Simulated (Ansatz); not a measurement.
# Relaxing Na

Theory: DFT PBE, scalar-relativistic, plane waves, PAW in Ansatz. Settings: 420 eV cutoff, 12×12×12 k-mesh, Gaussian smearing of 0.10 eV, no spin polarisation.

What was changed in K: K → Na on all its sites, cell and atoms relaxed.

Input:

```yaml
crystal:
  lattice:
    - [2.0480414465, 1.1824372804, 9.9647465658]
    - [-2.0480414465, 1.1824372804, 9.9647465658]
    - [0.0, -2.3648745609, 9.9647465658]
  atoms:
    - { symbol: Na, position: [0.0, 0.0, 0.0] }
    - { symbol: Na, position: [0.7777896074, 0.7777896074, 0.7777896074] }
    - { symbol: Na, position: [0.2222103926, 0.2222103926, 0.2222103926] }
basis:
  ecutwfc: 420
kpoints:
  mp_grid: { grid: [12, 12, 12] }
hamiltonian:
  xc: pbe
scf:
  occupations: { method: gaussian, width: 0.1 }
output:
  forces: true
  stress: true
  eigenvalues: true
relax:
  adjacent_minimum: "off"
  f_tol: 0.01
  max_steps: 60
  cell: { stress_tol: 0.1 }
```

F is the free energy. Steps run on the plane waves of an earlier cell, but the last one, and at times one on the way, on a freshly chosen basis, so a repeated geometry can differ a little in energy.

Steps:

| step | F − F(1) (eV) | largest force component (eV/Å) | V (Å³/atom) | P (GPa) |
| --- | --- | --- | --- | --- |
| 1 | 0.0000 | 0.000 | 48.263 | -1.26 |
| 2 | -0.0412 | 0.000 | 46.450 | -1.16 |
| 3 | -0.1474 | 0.000 | 40.086 | -0.54 |
| 4 | -0.1613 | 0.000 | 35.858 | 0.26 |
| 5 | -0.1640 | 0.000 | 37.142 | -0.03 |
| 6 | -0.1625 | 0.000 | 37.142 | -0.02 |

Relaxed structure:

```
CELL_PARAMETERS angstrom
1.87924 1.08498 9.10829
-1.87924 1.08498 9.10829
0.00000 -2.16996 9.10829
ATOMIC_POSITIONS crystal
Na 0.00000 0.00000 0.00000
Na 0.77778 0.77778 0.77778
Na 0.22222 0.22222 0.22222
```

It takes space group R-3m (No. 166, trigonal). Conventional cell: a = 3.758 Å, b = 3.758 Å, c = 27.325 Å, α = 90.00°, β = 90.00°, γ = 120.00°. Around Na (site symmetry -3m) lie 12 Na at 3.73 to 3.76 Å. Na (site symmetry 3m) is surrounded by 12 Na at 3.73 to 3.76 Å.

The run converged. The run took roughly 110 core-seconds.